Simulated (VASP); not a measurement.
# GaAs (F-43m) in VASP: settings compared

Aim: see how the results for GaAs move with the level of theory and the settings. Levels: PBE+D3(BJ), PBE+D4. Tasks: relaxation of cell and atoms.

All numbers are computed with VASP 6.6.1; they aren't measurements. Logs are shortened: lines on timing, memory, paths and dates and some standing lists are left out, and cuts for length are marked.

### 1 The structure

It takes space group F-43m (No. 216, cubic). Conventional cell: a = 5.654 Å, b = 5.654 Å, c = 5.654 Å, α = 90.00°, β = 90.00°, γ = 90.00°. As (site symmetry -43m) is surrounded by 4 Ga at 2.45 Å. Ga (site symmetry -43m) has 4 As at 2.45 Å as nearest neighbours.

### 2 Relaxation of cell and atoms, PBE+D3(BJ)

INCAR

```
SYSTEM = GaAs
ALGO = Fast
EDIFF = 1E-7
EDIFFG = -0.005
ENCUT = 600
GGA = PE
IBRION = 2
ISIF = 3
ISMEAR = -1
IVDW = 12
LASPH = .True.
LCHARG = .False.
LREAL = .False.
LWAVE = .False.
NELM = 60
NSW = 60
PREC = Accurate
SIGMA = 0.05
```

KPOINTS

```
k-points
0
Gamma
  8 8 8
  0 0 0
```

POSCAR

```
GaAs
1.0
    0.0000000000      2.8268500000      2.8268500000
    2.8268500000      0.0000000000      2.8268500000
    2.8268500000      2.8268500000      0.0000000000
As Ga
1 1
Direct
    0.7500000000      0.7500000000      0.7500000000
    0.0000000000      0.0000000000      0.0000000000
```

Potentials or basis: VASP PAW PBE potentials, release 64 (As, Ga_d).

Launch:

```
$ cat potpaw_PBE.64/As/POTCAR potpaw_PBE.64/Ga_d/POTCAR > POTCAR
$ mpirun -np 1 vasp_std > vasp.out
```

OUTCAR:

```text
SYSTEM = GaAs
   EDIFF = 1E-7
   EDIFFG = -0.005
   ENCUT = 600
   GGA = PE
   IBRION = 2
   ISIF = 3
   ISMEAR = -1
   IVDW = 12
   LASPH = .True.
   LREAL = .False.
   NELM = 60
   NSW = 60
   PREC = Accurate
 IVDW          = 12

 ion  position               nearest neighbor table
   1  0.750  0.750  0.750-   2 2.45   2 2.45   2 2.45   2 2.45
   2  0.000  0.000  0.000-   1 2.45   1 2.45   1 2.45   1 2.45

  LATTYP: Found a face centered cubic cell.
 ALAT       =     5.6537000000

  Lattice vectors:

 A1 = (   0.0000000000,   2.8268500000,   2.8268500000)
 A2 = (   2.8268500000,   0.0000000000,   2.8268500000)
 A3 = (   2.8268500000,   2.8268500000,   0.0000000000)

Analysis of symmetry for initial positions (statically):
=====================================================================
 Subroutine PRICEL returns:
 Original cell was already a primitive cell.

 Routine SETGRP: Setting up the symmetry group for a
 face centered cubic supercell.

 Subroutine GETGRP returns: Found 24 space group operations
 (whereof 24 operations were pure point group operations)
 out of a pool of 48 trial point group operations.

The static configuration has the point symmetry T_d .

Analysis of symmetry for dynamics (positions and initial velocities):
=====================================================================
 Subroutine PRICEL returns:
 Original cell was already a primitive cell.

 Routine SETGRP: Setting up the symmetry group for a
 face centered cubic supercell.

 Subroutine GETGRP returns: Found 24 space group operations
 (whereof 24 operations were pure point group operations)
 out of a pool of 48 trial point group operations.

The dynamic configuration has the point symmetry T_d .

 Subroutine INISYM returns: Found 24 space group operations
 (whereof 24 operations are pure point group operations),
 and found     1 'primitive' translations

----------------------------------------------------------------------------------------

                                     Primitive cell

  volume of cell :      45.1792

  direct lattice vectors                    reciprocal lattice vectors
     0.000000000  2.826850000  2.826850000    -0.176875321  0.176875321  0.176875321
     2.826850000  0.000000000  2.826850000     0.176875321 -0.176875321  0.176875321
     2.826850000  2.826850000  0.000000000     0.176875321  0.176875321 -0.176875321

  length of vectors
     3.997769609  3.997769609  3.997769609     0.306357042  0.306357042  0.306357042

  position of ions in fractional coordinates (direct lattice)
     0.750000000  0.750000000  0.750000000
     0.000000000  0.000000000  0.000000000

  ion indices of the primitive-cell ions
   primitive index   ion index
                 1           1
                 2           2

----------------------------------------------------------------------------------------

 KPOINTS: k-points

Automatic generation of k-mesh.
 Grid dimensions read from file:
 generate k-points for:    8    8    8

 Generating k-lattice:

  Cartesian coordinates                     Fractional coordinates (reciprocal lattice)
    -0.022109415  0.022109415  0.022109415     0.125000000  0.000000000  0.000000000
     0.022109415 -0.022109415  0.022109415     0.000000000  0.125000000  0.000000000
     0.022109415  0.022109415 -0.022109415     0.000000000  0.000000000  0.125000000

  Length of vectors
     0.038294630  0.038294630  0.038294630

  Shift w.r.t. Gamma in fractional coordinates (k-lattice)
     0.000000000  0.000000000  0.000000000

 Subroutine IBZKPT returns following result:
 ===========================================

 Found     29 irreducible k-points:

 Following reciprocal coordinates:
            Coordinates               Weight
  0.000000  0.000000  0.000000      1.000000
  0.125000  0.000000  0.000000      8.000000
  0.250000  0.000000  0.000000      8.000000
  0.375000  0.000000  0.000000      8.000000
  0.500000  0.000000  0.000000      4.000000
  0.125000  0.125000  0.000000      6.000000
[... 16 lines left out ...]
  0.500000  0.250000  0.125000     48.000000
 -0.375000  0.250000  0.125000     24.000000
 [... further k-points ...]
   k-points           NKPTS =     29   k-points in BZ     NKDIM =     29   number of bands    NBANDS=     13
   number of dos      NEDOS =    301   number of ions     NIONS =      2
   total plane-waves  NPLWV =  32768
   dimension x,y,z NGX =    32 NGY =   32 NGZ =   32
   dimension x,y,z NGXF=    64 NGYF=   64 NGZF=   64
   ions per type =               1   1
   NGX,Y,Z   is equivalent  to a cutoff of  13.31, 13.31, 13.31 a.u.
   NGXF,Y,Z  is equivalent  to a cutoff of  26.61, 26.61, 26.61 a.u.
 SYSTEM =  GaAs
   PREC   = accura    normal or accurate (medium, high low for compatibility)
   ISTART =      0    job   : 0-new  1-cont  2-samecut
   ICHARG =      2    charge: 1-file 2-atom 10-const
   ISPIN  =      1    spin polarized calculation?
   LNONCOLLINEAR =      F non collinear calculations
   LSORBIT =      F    spin-orbit coupling
   LASPH  =      T    aspherical Exc in radial PAW
   ENCUT  =  600.0 eV  44.10 Ry    6.64 a.u.   7.98  7.98  7.98*2*pi/ulx,y,z
   NELM   =     60;   NELMIN=  2; NELMDL= -5     # of ELM steps
   EDIFF  = 0.1E-06   stopping-criterion for ELM
   LREAL  =      F    real-space projection
   EDIFFG = -.5E-02   stopping-criterion for IOM
   NSW    =     60    number of steps for IOM
   IBRION =      2    ionic relax: 0-MD 1-quasi-New 2-CG
   NFREE  =      1    steps in history (QN), initial steepest desc. (CG)
   ISIF   =      3    stress and relaxation
   ISYM   =      2    0-nonsym 1-usesym 2-fastsym
   POTIM  = 0.5000    time-step for ionic-motion
   TEBEG  =    0.0;   TEEND  =   0.0 temperature during run
   PSTRESS=    0.0 pullay stress
   NELECT =      18.0000    total number of electrons
   NUPDOWN=      -1.0000    fix difference up-down
   EMIN   =  10.00;   EMAX   =-10.00  energy-range for DOS
   EFERMI =   0.00;   METHOD = LEGACY
   ISMEAR =    -1;   SIGMA  =   0.05  broadening in eV -4-tet -1-fermi 0-gaus
   EFERMI_NEDOS =   21; number of points for ismear=-14 and -15
   IALGO  =     68    algorithm
   IMIX   =      4    mixing-type and parameters
     AMIX     =   0.40;   BMIX     =  1.00
     AMIX_MAG =   1.60;   BMIX_MAG =  1.00
  volume/ion in A,a.u.               =      22.59       152.44
  Fermi-wavevector in a.u.,A,eV,Ry     =   1.204628  2.276417 19.743799  1.451128
  Thomas-Fermi vector in A             =   2.340347
   LORBIT       =      0    0 simple, 1 ext, 2 COOP (PROOUT), +10 PAW based schemes
   GGA     = PE    functional components
   LHFCALC =     F    Hartree Fock is set to
   AEXX    =    0.0000 exact exchange contribution
   IVDW    =    12    specifies the selected vdW correction
   LEPSILON=     F    determine dielectric tensor
   LRPA    =     F    only Hartree local field effects (RPA)
 conjugate gradient relaxation of ions
 non-spin polarized calculation
 RMM-DIIS sequential band-by-band and
  energy-cutoff  :      600.00
  volume of cell :       45.18
 maximum number of plane-waves:      1540
   NGX = 15   NGY = 15   NGZ = 15

--------------------------------------- Ionic step        1  -------------------------------------------

 number of electron      18.0000011 magnetization

 Free energy of the ion-electron system (eV)
  ---------------------------------------------------
  ext. energy  EPLUGINS =         0.00000000
  ---------------------------------------------------
  free energy    TOTEN  =        -8.24696063 eV

  energy without entropy =       -8.24693636  energy(sigma->0) =       -8.24694849

------------------------ aborting loop because EDIFF is reached ----------------------------------------

 Edisp (eV)   -0.64970

 E8    (eV) :    -0.2901

  FORCE on cell =-STRESS in cart. coord.  units (eV):
  Direction    XX          YY          ZZ          XY          YZ          ZX
  --------------------------------------------------------------------------------------
  -------------------------------------------------------------------------------------
  Total       0.27222     0.27222     0.27222    -0.00000     0.00000     0.00000
  in kB       9.65351     9.65351     9.65351    -0.00000     0.00000     0.00000
  external pressure =        9.65 kB  Pullay stress =        0.00 kB

 VOLUME and BASIS-vectors are now :
 -----------------------------------------------------------------------------
  energy-cutoff  :      600.00
  volume of cell :       45.18
      direct lattice vectors                 reciprocal lattice vectors
     0.000000000  2.826850000  2.826850000    -0.176875321  0.176875321  0.176875321
     2.826850000  0.000000000  2.826850000     0.176875321 -0.176875321  0.176875321
     2.826850000  2.826850000  0.000000000     0.176875321  0.176875321 -0.176875321
[... 41 lines left out ...]
 POSITION                                       TOTAL-FORCE (eV/Angst)
 -----------------------------------------------------------------------------------
      4.26812      4.26812      4.26812        -0.000000     -0.000000      0.000000
      2.84541      2.84541      0.00000         0.000000      0.000000     -0.000000
 -----------------------------------------------------------------------------------
    total drift:                               -0.000002     -0.000002     -0.000002

  FREE ENERGIE OF THE ION-ELECTRON SYSTEM (eV)
  ---------------------------------------------------
  free  energy   TOTEN  =        -8.8982157354 eV

  energy  without entropy=       -8.8981354858  energy(sigma->0) =       -8.89817561

--------------------------------------- Ionic step        3  -------------------------------------------

 number of electron      18.0000009 magnetization

 Free energy of the ion-electron system (eV)
  ---------------------------------------------------
  ext. energy  EPLUGINS =         0.00000000
  ---------------------------------------------------
  free energy    TOTEN  =        -8.25850453 eV

  energy without entropy =       -8.25844721  energy(sigma->0) =       -8.25847587

 E-fermi :   4.0407     XC(G=0):  -9.5247

 val. band max:        3.8033282057   @ k =   0.0000   0.0000   0.0000
 cond. band min:       4.2189032414   @ k =   0.0000   0.0000   0.0000
 fundamental gap:      0.4155750356
 Fermi energy:         4.0407430054

 k-point     1 :       0.0000    0.0000    0.0000
  band No.  band energies     occupation
      1     -10.9818      2.00000
      2     -10.9818      2.00000
      3     -10.9818      2.00000
      4     -10.9061      2.00000
      5     -10.9061      2.00000
      6      -8.8232      2.00000
      7       3.8033      1.98282
      8       3.8033      1.98282
      9       3.8033      1.98282
     10       4.2189      0.05513
     11       7.5279      0.00000
     12       7.5279      0.00000
     13       7.5279      0.00000

 k-point     2 :       0.1250    0.0000    0.0000
  band No.  band energies     occupation
      1     -10.9944      2.00000
      2     -10.9785      2.00000
      3     -10.9785      2.00000
      4     -10.9062      2.00000
      5     -10.9062      2.00000
      6      -8.6444      2.00000
      7       1.8335      2.00000
      8       3.5723      1.99983
      9       3.5723      1.99983
     10       5.3286      0.00000
     11       7.8695      0.00000
[... 339 lines left out ...]
 k-point    24 :      -0.3750    0.2500    0.1250
  band No.  band energies     occupation
      1     -11.0650      2.00000
      2     -10.9582      2.00000
      3     -10.9510      2.00000
      4     -10.9101      2.00000
      5     -10.9027      2.00000
      6      -6.7667      2.00000
      7      -2.6190      2.00000
      8       0.6290      2.00000
      9       1.9026      2.00000
     10       6.7861      0.00000
     11       7.9712      0.00000
     12      10.0954      0.00000
     13      11.4275      0.00000

 [... further k-points ...]

------------------------ aborting loop because EDIFF is reached ----------------------------------------

 Edisp (eV)   -0.64003

 E8    (eV) :    -0.2857

  FORCE on cell =-STRESS in cart. coord.  units (eV):
  Direction    XX          YY          ZZ          XY          YZ          ZX
  --------------------------------------------------------------------------------------
  -------------------------------------------------------------------------------------
  Total       0.00106     0.00106     0.00106    -0.00000    -0.00000    -0.00000
  in kB       0.03698     0.03698     0.03698    -0.00000    -0.00000    -0.00000
  external pressure =        0.04 kB  Pullay stress =        0.00 kB

 VOLUME and BASIS-vectors are now :
 -----------------------------------------------------------------------------
  energy-cutoff  :      600.00
  volume of cell :       45.81
      direct lattice vectors                 reciprocal lattice vectors
     0.000000000  2.839988517  2.839988517    -0.176057050  0.176057050  0.176057050
     2.839988517 -0.000000000  2.839988517     0.176057050 -0.176057050  0.176057050
     2.839988517  2.839988517  0.000000000     0.176057050  0.176057050 -0.176057050

 POSITION                                       TOTAL-FORCE (eV/Angst)
 -----------------------------------------------------------------------------------
      4.25998      4.25998      4.25998        -0.000000     -0.000000     -0.000000
      0.00000      0.00000      0.00000         0.000000      0.000000      0.000000
 -----------------------------------------------------------------------------------
    total drift:                               -0.000002     -0.000002     -0.000002

  FREE ENERGIE OF THE ION-ELECTRON SYSTEM (eV)
  ---------------------------------------------------
  free  energy   TOTEN  =        -8.8985329409 eV

  energy  without entropy=       -8.8984756230  energy(sigma->0) =       -8.89850428

 reached required accuracy - stopping structural energy minimisation
```

Run time: 28 s. Hardware: 1 thread of Intel Xeon Platinum 8488C (Sapphire Rapids), shared host; peak memory 0.2 GiB.

Results:

```yaml
Free_energy: -8.8985 eV
Relaxed_volume: 22.91 Å³/atom
Relaxed_cell: a = 4.016 Å, b = 4.016 Å, c = 4.016 Å, α = 60.00°, β = 60.00°, γ = 60.00°
Space_group_after_relaxing_to_0.05_Å: F-43m (No. 216)
Energy_gained_by_relaxing: 0.9 meV/atom
Ionic_steps: 3
Pressure_after_relaxing: 0.0 GPa
Band_gap_on_the_k_mesh: 0.42 eV, direct
Dispersion_energy_per_atom: -0.320 eV
```

The path:
| step | energy change (eV) | largest force (eV/Å) | pressure (GPa) | volume (Å³) |
| --- | --- | --- | --- | --- |
| 1 | 0.0000 | 0.0000 | 0.97 | 45.18 |
| 2 | -0.0016 | 0.0000 | -0.35 | 46.07 |
| 3 | -0.0019 | 0.0000 | 0.00 | 45.81 |

Final structure:
```cif
data_structure
_symmetry_space_group_name_H-M 'P 1'
_symmetry_Int_Tables_number 1
_cell_length_a 4.0164
_cell_length_b 4.0164
_cell_length_c 4.0164
_cell_angle_alpha 60.000
_cell_angle_beta 60.000
_cell_angle_gamma 60.000
_cell_volume 45.81
loop_
_atom_site_label
_atom_site_type_symbol
_atom_site_fract_x
_atom_site_fract_y
_atom_site_fract_z
_atom_site_occupancy
As1 As 0.75000 0.75000 0.75000 1
Ga1 Ga 0.00000 0.00000 0.00000 1
```

As with any semilocal functional, this PBE gap is likely too small. Zero-point motion and thermal expansion aren't in these numbers.

### 3 Relaxation of cell and atoms, PBE+D4

INCAR

```
  PREC = Accurate
  ENCUT = 600
  EDIFF = 1E-6
  ISMEAR = -1
  SIGMA = 0.05
  LREAL = F
  LASPH = T
  NELM = 100
  ALGO = Fast
  ISIF = 3
  LWAVE = F
  LCHARG = F
  GGA = PE
  IVDW = 13
  IBRION = 2
  NSW = 40
  EDIFFG = -0.005
```

KPOINTS

```
Automatic mesh
0
Gamma
  8 8 8
```

POSCAR is that of step 2.

Potentials or basis: VASP PAW PBE potentials, release 64 (As, Ga_d).

Launch:

```
$ cat potpaw_PBE.64/As/POTCAR potpaw_PBE.64/Ga_d/POTCAR > POTCAR
$ mpirun -np 1 vasp_std > vasp.out
```

Run time: 22 s. Hardware: 1 thread of Intel Xeon Platinum 8488C (Sapphire Rapids), shared host; peak memory 0.19 GiB.

It converged, with:

| Quantity | Value |
| --- | --- |
| Free energy | -9.0867 eV |
| Relaxed volume | 22.73 Å³/atom |
| Relaxed cell | a = 4.006 Å, b = 4.006 Å, c = 4.006 Å, α = 60.00°, β = 60.00°, γ = 60.00° |
| Space group after relaxing (to 0.05 Å) | F-43m (No. 216) |
| Energy gained by relaxing | 0.2 meV/atom |
| Ionic steps | 3 |
| Pressure after relaxing | 0.0 GPa |
| Band gap on the k mesh | 0.47 eV, direct |
| Dispersion energy per atom | -0.417 eV |

The path:
```csv
step,energy change (eV),largest force (eV/Å),pressure (GPa),volume (Å³)
1,0.0000,0.0000,0.45,45.18
2,-0.0003,0.0000,-0.24,45.59
3,-0.0004,0.0000,0.00,45.45
```

Final structure:
```xyz
2
Lattice="0.0000 2.8326 2.8326 2.8326 0.0000 2.8326 2.8326 2.8326 0.0000" Properties=species:S:1:pos:R:3 pbc="T T T"
As    4.2489    4.2489    4.2489
Ga    0.0000    0.0000    0.0000
```

Levels at points of the mesh, in eV from the valence-band top:
```
           k point  band 5  band 6  band 7  band 8  band 9  band 10  band 11  band 12  band 13
(0.00, 0.00, 0.00)  -14.72  -12.68    0.00    0.00    0.00     0.47     3.73     3.73     3.73
(0.50, 0.00, 0.00)  -14.72  -10.94   -6.61   -1.13   -1.13     0.98     4.63     4.63     7.75
(0.50, 0.50, 0.00)  -14.71  -10.20   -6.79   -2.66   -2.66     1.47     1.66    10.12    10.12
```

A hybrid or GW would open this gap; PBE tends to underestimate it. Zero-point motion and thermal expansion aren't in these numbers.
